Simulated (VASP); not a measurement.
# Sc (Im-3m) in VASP: single point with PBE

Aim: the single point of Sc with PBE.

Program: VASP 6.6.1. These are calculated values, not measurements. Logs are shortened: lines on timing, memory, paths and dates and some standing lists are left out, and cuts for length are marked.

## Step 1: The crystal as given

It takes space group Im-3m (No. 229, cubic). Conventional cell: a = 3.685 Å, b = 3.685 Å, c = 3.685 Å, α = 90.00°, β = 90.00°, γ = 90.00°. Sc (site symmetry m-3m) has 8 Sc at 3.19 Å as nearest neighbours.

The cell was built by a generator and needn't be a form met in nature.

## Step 2: Single point, PBE

INCAR

```
SYSTEM = Sc
  PREC = Accurate
  ENCUT = 520
  EDIFF = 1E-6
  ISMEAR = -1
  SIGMA = 0.13605693000000002
  LREAL = .False.
  LASPH = .True.
  NELM = 80
  ALGO = Fast
  ISIF = 2
  LWAVE = .False.
  LCHARG = .False.
  GGA = PE
  NBANDS = 12
```

KPOINTS

```
regular mesh
0
Gamma
  13 13 13
  0 0 0
```

POSCAR

```
Sc
1.0
   -1.8423349767      1.8423349767      1.8423349767
    1.8423349767     -1.8423349767      1.8423349767
    1.8423349767      1.8423349767     -1.8423349767
Sc
1
Direct
    0.0000000000      0.0000000000      0.0000000000
```

Potentials or basis: VASP PAW PBE potentials, release 64 (Sc_sv).

Run with:

```bash
$ cat potpaw_PBE.64/Sc_sv/POTCAR > POTCAR
$ mpirun -np 1 vasp_std > vasp.out
```

OUTCAR:

```text
SYSTEM = Sc
   PREC = Accurate
   ENCUT = 520
   EDIFF = 1E-6
   ISMEAR = -1
   LREAL = .False.
   LASPH = .True.
   NELM = 80
   ISIF = 2
   GGA = PE

 ion  position               nearest neighbor table
   1  0.000  0.000  0.000-

  LATTYP: Found a body centered cubic cell.
 ALAT       =     3.6846699534

  Lattice vectors:

 A1 = (  -1.8423349767,   1.8423349767,   1.8423349767)
 A2 = (   1.8423349767,  -1.8423349767,   1.8423349767)
 A3 = (   1.8423349767,   1.8423349767,  -1.8423349767)

Analysis of symmetry for initial positions (statically):
=====================================================================
 Subroutine PRICEL returns:
 Original cell was already a primitive cell.

 Routine SETGRP: Setting up the symmetry group for a
 body centered cubic supercell.

 Subroutine GETGRP returns: Found 48 space group operations
 (whereof 48 operations were pure point group operations)
 out of a pool of 48 trial point group operations.

The static configuration has the point symmetry O_h .

Analysis of symmetry for dynamics (positions and initial velocities):
=====================================================================
 Subroutine PRICEL returns:
 Original cell was already a primitive cell.

 Routine SETGRP: Setting up the symmetry group for a
 body centered cubic supercell.

 Subroutine GETGRP returns: Found 48 space group operations
 (whereof 48 operations were pure point group operations)
 out of a pool of 48 trial point group operations.

The dynamic configuration has the point symmetry O_h .

 Subroutine INISYM returns: Found 48 space group operations
 (whereof 48 operations are pure point group operations),
 and found     1 'primitive' translations

----------------------------------------------------------------------------------------

                                     Primitive cell

  volume of cell :      25.0130

  direct lattice vectors                    reciprocal lattice vectors
    -1.842334977  1.842334977  1.842334977     0.000000000  0.271394728  0.271394728
     1.842334977 -1.842334977  1.842334977     0.271394728  0.000000000  0.271394728
     1.842334977  1.842334977 -1.842334977     0.271394728  0.271394728  0.000000000

  length of vectors
     3.191017784  3.191017784  3.191017784     0.383810105  0.383810105  0.383810105

  position of ions in fractional coordinates (direct lattice)
     0.000000000  0.000000000  0.000000000

  ion indices of the primitive-cell ions
   primitive index   ion index
                 1           1
[... 80 lines left out ...]
   POTIM  = 0.5000    time-step for ionic-motion
   TEBEG  =    0.0;   TEEND  =   0.0 temperature during run
   PSTRESS=    0.0 pullay stress
   NELECT =      11.0000    total number of electrons
   NUPDOWN=      -1.0000    fix difference up-down
   EMIN   =  10.00;   EMAX   =-10.00  energy-range for DOS
   EFERMI =   0.00;   METHOD = LEGACY
   ISMEAR =    -1;   SIGMA  =   0.14  broadening in eV -4-tet -1-fermi 0-gaus
   EFERMI_NEDOS =   21; number of points for ismear=-14 and -15
   IALGO  =     68    algorithm
   IMIX   =      4    mixing-type and parameters
     AMIX     =   0.40;   BMIX     =  1.00
     AMIX_MAG =   1.60;   BMIX_MAG =  1.00
  volume/ion in A,a.u.               =      25.01       168.80
  Fermi-wavevector in a.u.,A,eV,Ry     =   1.244946  2.352607 21.087536  1.549890
  Thomas-Fermi vector in A             =   2.379190
   LORBIT       =      0    0 simple, 1 ext, 2 COOP (PROOUT), +10 PAW based schemes
   GGA     = PE    functional components
   LHFCALC =     F    Hartree Fock is set to
   AEXX    =    0.0000 exact exchange contribution
   IVDW    =     0    specifies the selected vdW correction
   LEPSILON=     F    determine dielectric tensor
   LRPA    =     F    only Hartree local field effects (RPA)
 non-spin polarized calculation
 RMM-DIIS sequential band-by-band and
  energy-cutoff  :      520.00
  volume of cell :       25.01
 maximum number of plane-waves:       685
   NGX = 11   NGY = 11   NGZ = 11

 number of electron      11.0000000 magnetization

 Free energy of the ion-electron system (eV)
  ---------------------------------------------------
  ext. energy  EPLUGINS =         0.00000000
  ---------------------------------------------------
  free energy    TOTEN  =        -6.21981274 eV

  energy without entropy =       -6.07973121  energy(sigma->0) =       -6.14977197

 E-fermi :   3.6933     XC(G=0):  -9.8219

 val. band max:        3.6895369299   @ k =   0.3077   0.3077   0.0000
 cond. band min:       3.7024617567   @ k =   0.3077   0.2308   0.0769
 fundamental gap:      0.0129248268
 Fermi energy:         3.6932964579

 k-point     1 :       0.0000    0.0000    0.0000
  band No.  band energies     occupation
      1     -45.8989      2.00000
      2     -24.3163      2.00000
      3     -24.3163      2.00000
      4     -24.3163      2.00000
      5      -1.5018      2.00000
      6       5.1504      0.00004
      7       5.1504      0.00004
      8       5.1504      0.00004
      9       6.5350      0.00000
     10       6.5350      0.00000
     11      17.7144      0.00000
     12      17.7144      0.00000
[... 331 lines left out ...]
 k-point    24 :       0.2308    0.0769    0.0769
  band No.  band energies     occupation
      1     -45.8559      2.00000
      2     -24.5817      2.00000
      3     -24.3968      2.00000
      4     -24.3356      2.00000
      5       0.9136      2.00000
      6       4.1062      0.09174
      7       4.1846      0.05262
      8       6.4550      0.00000
      9       6.6884      0.00000
     10       7.1148      0.00000
     11      13.2234      0.00000
     12      14.8487      0.00000

 [... further k-points ...]

------------------------ aborting loop because EDIFF is reached ----------------------------------------

  FORCE on cell =-STRESS in cart. coord.  units (eV):
  Direction    XX          YY          ZZ          XY          YZ          ZX
  --------------------------------------------------------------------------------------
  -------------------------------------------------------------------------------------
  Total        0.0042300      0.0042300      0.0042300     -0.0000000      0.0000000      0.0000000
  in kB        0.2709447      0.2709447      0.2709447     -0.0000000      0.0000000      0.0000000
  external PRESSURE =       0.2709447 kB  Pullay stress =       0.0000000 kB

 VOLUME and BASIS-vectors are now :
 -----------------------------------------------------------------------------
  energy-cutoff  :      520.00
  volume of cell :       25.01
      direct lattice vectors                 reciprocal lattice vectors
    -1.842334977  1.842334977  1.842334977     0.000000000  0.271394728  0.271394728
     1.842334977 -1.842334977  1.842334977     0.271394728  0.000000000  0.271394728
     1.842334977  1.842334977 -1.842334977     0.271394728  0.271394728  0.000000000

 POSITION                                       TOTAL-FORCE (eV/Angst)
 -----------------------------------------------------------------------------------
      0.00000      0.00000      0.00000         0.000000      0.000000      0.000000
 -----------------------------------------------------------------------------------
    total drift:                                0.000000      0.000000      0.000000

  FREE ENERGIE OF THE ION-ELECTRON SYSTEM (eV)
  ---------------------------------------------------
  free  energy   TOTEN  =        -6.2198127374 eV

  energy  without entropy=       -6.0797312056  energy(sigma->0) =       -6.14977197
```

stdout:

```text
POSCAR found type information on POSCAR Sc
 POSCAR found :  1 types and       1 ions
 scaLAPACK will be used
 LDA part: xc-table for (Slater+PW92), standard interpolation
 POSCAR, INCAR and KPOINTS ok, starting setup
 FFT: planning ... GRIDC
 FFT: planning ... GRID_SOFT
 FFT: planning ... GRID
 WAVECAR not read
 entering main loop
```

It took 8.7 s on 1 thread of Intel Xeon 6975P-C (Granite Rapids), shared host; peak memory 0.14 GiB.

Results:

```
Free energy            : -6.2198 eV
Pressure               : 0.0 GPa
Band gap on the k mesh : none (metal or under the smearing width)
```

Levels at points of the mesh, in eV from the Fermi level:
| k point | band 2 | band 3 | band 4 | band 5 | band 6 | band 7 | band 8 | band 9 |
| --- | --- | --- | --- | --- | --- | --- | --- | --- |
| (0.00, 0.00, 0.00) | -28.01 | -28.01 | -28.01 | -5.20 | 1.46 | 1.46 | 1.46 | 2.84 |
